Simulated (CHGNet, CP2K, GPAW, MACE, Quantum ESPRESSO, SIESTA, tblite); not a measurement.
# Running LaSb (Fm-3m) (64 atoms) with SIESTA, part 2 of 2

How do the settings of SIESTA change the result for LaSb (Fm-3m) (64 atoms)? A plane-wave run serves as the yardstick.

Program: SIESTA 5.4.2; the method stands at each step. Banners, paths, timers and routine set-up lines are dropped from the logs unmarked, and long logs keep their key lines alone; longer cuts are marked. The potentials were converted by us to PSML.

So far. Step 2 (PBE, DZP, shift 0.01 Ry, mesh 300 Ry): Forces lie 10 % from the reference's, at 0.078 times its CPU time (on 2 against 4 cores). Step 3 (PBE, DZP, shift 0.01 Ry, mesh 200 Ry): Against the first run (10 %), the force difference from the reference is 10 %, at 0.63 times the CPU time: the change moves forces by 1.4 meV/Å r.m.s., so most of the difference comes from elsewhere.

**4. PBE, DZ, shift 0.01 Ry, mesh 300 Ry**

Method: Kohn-Sham DFT, PBE, PseudoDojo 0.4.1 norm-conserving pseudopotentials (converted to PSML), numerical atomic orbitals (DZ), diagonalisation.

Contents of input.fdf:

```
SystemLabel cell
NumberOfAtoms 64
NumberOfSpecies 2
%block ChemicalSpeciesLabel
  1 57 La
  2 51 Sb
%endblock ChemicalSpeciesLabel
LatticeConstant 1.0 Ang
%block LatticeVectors
  12.98000 0.00000 0.00000
  0.00000 12.98000 0.00000
  0.00000 0.00000 12.98000
%endblock LatticeVectors
PAO.BasisSize DZ
PAO.EnergyShift 0.01 Ry
XC.Functional GGA
XC.Authors PBE
MeshCutoff 300 Ry
%block kgrid_Monkhorst_Pack
  1 0 0 0.0
  0 1 0 0.0
  0 0 1 0.0
%endblock kgrid_Monkhorst_Pack
SolutionMethod diagon
OccupationFunction FD
ElectronicTemperature 580 K
SCF.Mixer.Method Pulay
SCF.Mixer.Weight 0.05
SCF.Mixer.History 8
SCF.Mix Hamiltonian
MaxSCFIterations 300
SCF.DM.Tolerance 1e-04
SCF.H.Tolerance 1.0e-3 eV
WriteForces T
Write.HirshfeldPop T
Write.VoronoiPop T
Write.DM F
Write.H F
XML.Write F
AtomicCoordinatesFormat Fractional
%block AtomicCoordinatesAndAtomicSpecies
[... 64 atom lines left out: the same atoms as in the first run ...]
%endblock AtomicCoordinatesAndAtomicSpecies
```

Launch:

```
$ OMP_NUM_THREADS=1 siesta < input.fdf > output.txt
```

Output:

```text
Version         : 5.4.2
reinit: System Name:
reinit: System Label: cell
initatom: Reading input for the pseudopotentials and atomic orbitals ----------
Species number:   1 Atomic number:   57 Label: La
Species number:   2 Atomic number:   51 Label: Sb
Ground state valence configuration (from tables):   6s02  6p00  5d01  4f00
Ground state valence configuration (from tables):   5s02  5p03  5d00  4f00
---- Processing specs for species: La
GGA--PBE XC_GGA_X_PBE--XC_GGA_C_PBE pb
Semicore shell(s) with  8 electrons included in the valence for La
[... lines left out ...]
stepf: Fermi-Dirac step function
        iscf     Eharris(eV)        E_KS(eV)     FreeEng(eV)     dDmax    Ef(eV) dHmax(eV)
[... lines left out ...]
SCF Convergence by DM+H criterion
[... lines left out ...]
SCF cycle converged after 18 iterations
[... lines left out ...]
   Max    1.053155
[... lines left out ...]
   Max    1.053155    constrained
Stress tensor Voigt[x,y,z,yz,xz,xy] (kbar):       -1.52       -1.55       -2.06       -0.44       -0.22       -0.49
[... lines left out ...]
siesta: FreeEng =   -109743.123587
[... lines left out ...]
siesta:       Ion-ion =  -56620.261202
siesta:         Total = -109742.872593
siesta:         Fermi =      -4.526726
siesta: Stress tensor (static) (eV/Ang**3):
siesta:    -0.000949   -0.000308   -0.000140
siesta:    -0.000308   -0.000970   -0.000277
siesta:    -0.000140   -0.000278   -0.001288
siesta: Cell volume =       2186.875592 Ang**3
siesta: Pressure (static):
siesta:                Solid            Molecule  Units
siesta:           0.00001164         -0.00007234  Ry/Bohr**3
siesta:           0.00106882         -0.00664182  eV/Ang**3
siesta:           1.71243404        -10.64136175  kBar
    Orbital volume contribution        =          57.505246 eV
    (Free)E + p_basis*V_orbitals       =     -109685.618341 eV
    (Free)Eharris+ p_basis*V_orbitals  =     -109685.618401 eV
Hirshfeld Atomic Populations:
Atom #   charge [q] valence [e]  Species
     1     0.123272   10.876728  La
     2     0.118316   10.881684  La
     3     0.138865   10.861135  La
[...]
5    -0.133609   15.133609  Sb
     6    -0.114833   15.114833  Sb
     7    -0.135259   15.135259  Sb
[...]
--------------------
 Total     0.000023
Voronoi Atomic Populations:
Atom #   charge [q] valence [e]  Species
[...]
59     0.236498   10.763502  La
    60     0.234214   10.765786  La
[...]
63    -0.231462   15.231462  Sb
    64    -0.220676   15.220676  Sb
--------------------
 Total     0.000023
```

Run time: 4.1 min. Hardware: 1 thread of Arm Neoverse V1, shared host; peak memory 1.3 GiB.

Compared with the plane-wave run:

```yaml
r_m_s_force_component: 0.3275 eV/Å
r_m_s_difference_of_force_components: 231.3 meV/Å
longest_difference_of_force_vectors: 692.6 meV/Å
force_difference_over_r_m_s_force: 51.99 %
slope_of_forces_against_the_reference_s: 0.6356
correlation_of_force_components: 0.8638
pressure: 0.1713 GPa
pressure_difference: -2.086 GPa
```

This is a coarse setting, run to see what it loses.

Against the first run (10 %), the force difference from the reference is 52 %, at 0.49 times the CPU time (on 1 against 2 cores), with 928 basis functions against 1184: the smaller basis costs accuracy.

**5. All runs compared**

Differences are against the plane-wave reference, forces as r.m.s. over components; share is that over the reference's r.m.s. force, slope the least-squares factor from reference forces to these. Total energies of different programs have different zeros and aren't compared.

```
                                                run  Δ force, r.m.s. (meV/Å)  share (%)  slope  Δ pressure (GPa)  cores  CPU time  memory (GiB)
                                          reference                        -          -      -                 -      4     1.8 h            15
        SIESTA PBE, DZP, shift 0.01 Ry, mesh 300 Ry                     46.5       10.5  1.006             0.447      2   8.4 min           2.1
        SIESTA PBE, DZP, shift 0.01 Ry, mesh 200 Ry                     46.5       10.5  1.006             0.477      2   5.2 min           1.5
SIESTA PBE, DZ, shift 0.01 Ry, mesh 300 Ry (coarse)                      231       52.0  0.636             -2.09      1   4.1 min           1.3
```

Rows marked coarse were listed beforehand as settings not expected to be converged; some can still land near the reference.

CPU time is summed over cores on a shared host, where runs went side by side, so it is rough. Symmetry, cutoffs, thresholds, outputs and thread counts weren't matched or tuned between programs; memory under MPI is the largest rank's times the ranks.

Within one program, basis, potentials and functional, energies share a zero. Each run against its twin at the usual cutoff or grid and solver:

```csv
run,twin,Δ energy (meV/atom),"Δ force, r.m.s. (meV/Å)",CPU time over the twin's
"SIESTA PBE, DZP, shift 0.01 Ry, mesh 200 Ry","DZP, shift 0.01 Ry, mesh 300 Ry",-3.72,1.39,0.63
```

Further runs of this program without a result: SIESTA PBE, SZ, shift 0.01 Ry, mesh 300 Ry (cut off at its time limit); SIESTA PBE, DZP, shift 0.002 Ry, mesh 300 Ry (cut off at its time limit).

**6. Results**

```json
{
 "nearest in forces": "a tie at 10 % of 2 runs: SIESTA PBE, DZP, shift 0.01 Ry, mesh 300 Ry; SIESTA PBE, DZP, shift 0.01 Ry, mesh 200 Ry"
}
```

The PBE runs in local orbitals, coarse settings apart, differ by 10 % in each run; basis, grid and potentials can all enter. Runs with settings chosen to be coarse differ by 52 % (SIESTA PBE, DZ, shift 0.01 Ry, mesh 300 Ry), their programs' other errors included. Of the electronic-structure runs that take under half the reference's CPU time, SIESTA PBE, DZP, shift 0.01 Ry, mesh 200 Ry is among the nearest, at 10 % in 5.2 min against 1.8 h. In pressure, SIESTA PBE, DZ, shift 0.01 Ry, mesh 300 Ry misses by -2.1 GPa, at the same functional. The reference's pressure holds the uncorrected Pulay stress of its 60 Ry basis, so small pressure differences, and their order, may be the reference's own error. The reference's pressure of 2.3 GPa belongs to a cell and atoms that aren't relaxed at this level. The electronic-structure runs sample only Γ, in a cell whose shortest periodic width is 13 Å. Spin–orbit coupling is left out, which matters for the levels of the heavy elements.

[Also dropped from logs without a mark: logging warnings of Python, and SIESTA's first energy breakdown and zero terms.]

[Logs are printed without paths, hosts, clocks, repeated set-up lines and the standing remarks that a program may print on its own settings, such as how far it seeks lower states.]

[Hosts, paths, dates, database ids (printed as entryN), source tags and the programs' standing remarks are cut or masked in the printed files.]
